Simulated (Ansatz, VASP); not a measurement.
# GaSb: VASP beside Ansatz

```
Ga Sb
1.0
     0.00000    3.09651    3.09651
     3.09651    0.00000    3.09651
     3.09651    3.09651    0.00000
Ga Sb
1 1
Direct
  0.00000 0.00000 0.00000
  0.25000 0.25000 0.25000
```

Alike in both runs: task single point; functional r2SCAN; k mesh 10 × 10 × 10; occupations gaussian, width 0.02 eV; no spin polarisation.

|  | VASP | Ansatz |
| --- | --- | --- |
| version | VASP 6.6.1 | Ansatz 0.2.0 |
| potentials or method | VASP PAW PBE potentials, release 64 (Ga_d, Sb) | scalar-relativistic, plane waves, PAW |
| plane-wave cutoff (eV) | 520 | 500 |
| valence electrons in the cell | 18 | 28 |

Ansatz gave:

* gap on the k mesh at the Fermi level (eV): 0.19
* least direct gap on the mesh (eV): 0.19
* pressure (GPa): -1.5

Q: What did VASP give for the same quantities?

A: gap on the k mesh at the Fermi level (eV): 0.17; least direct gap on the mesh (eV): 0.17; pressure (GPa): -1.4.

The functional is the same, so the differences come from potentials, cutoffs and numerics. The two sets of potentials don't hold the same shells in valence.

Caveats: the PAW data sets were made with another functional, which shifts forces and pressure a little (VASP); spin-orbit coupling is left out, which moves the levels of the heavy elements.
